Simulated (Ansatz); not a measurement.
**Co: relaxation of cell and atoms with SVWN5**

Co:

```xyz
4
Lattice="2.4706 0.0000 0.0000 -1.2353 2.1396 0.0000 0.0000 0.0000 8.0882" Properties=species:S:1:pos:R:3 pbc="T T T"
Co    1.2353    0.7132    6.0662
Co    0.0000    0.0000    4.0441
Co    0.0000    1.4264    2.0221
Co    0.0000    0.0000    0.0000
```

- Program: Ansatz 0.2.0
- Task: relaxation of cell and atoms
- Functional: SVWN5
- Potentials or basis: Ansatz PAW
- Cutoff: 420 eV (not typed: the program's choice for these potentials)
- k mesh: 12 × 12 × 4
- Occupations: fermi-dirac, width 0.05 eV
- Spin: collinear spin, ferromagnetic start
- Starting moments: [2.0, 2.0, 2.0, 2.0] μB

```
Relaxed volume                         : 10.02 Å³/atom
Relaxed cell                           : a = 2.426 Å, b = 2.426 Å, c = 7.863 Å, α = 90.00°, β = 90.00°, γ = 120.00°
Space group after relaxing (to 0.05 Å) : P6_3/mmc (No. 194)
Energy gained by relaxing              : 34.1 meV/atom
Ionic steps                            : 8
Pressure after relaxing                : 0.0 GPa
Net moment                             : 6.05 μB per cell
Absolute moment                        : 6.42 μB per cell
Site moments                           : Co +1.57, +1.54 μB
```

The path:
```csv
step,energy change (eV),largest force (eV/Å),volume (Å³)
1,0.0000,0.0000,42.75
2,-0.1082,0.0000,41.28
3,-0.1392,0.0000,39.91
4,-0.1396,0.0000,40.10
5,-0.1396,0.0000,40.09
6,-0.1362,0.0000,40.09
7,-0.1363,0.0000,40.06
8,-0.1363,0.0000,40.06
```

Final structure:
```
Co
1.0
     2.42553    0.00000    0.00000
    -1.21277    2.10057    0.00000
     0.00000    0.00000    7.86278
Co
4
Direct
  0.66667 0.33333 0.75000
  0.00000 0.00000 0.50000
  0.33333 0.66667 0.25000
  0.00000 0.00000 0.00000
```

Wall time 2.1 min on 2 threads of Intel(R) Xeon(R) Processor @ 2.50GHz (Skylake/Cascade Lake), with other jobs on the host, peak memory 0.48 GiB.

Caveat: the plane-wave basis is chosen anew once the cell has moved, so the energies of steps on either side of that aren't comparable; the pressure holds a Pulay correction of +0.3 GPa for the finite cutoff; the PAW data sets come from PBE, with cores solved anew for the run's functional, which leaves a small shift of forces and pressure.
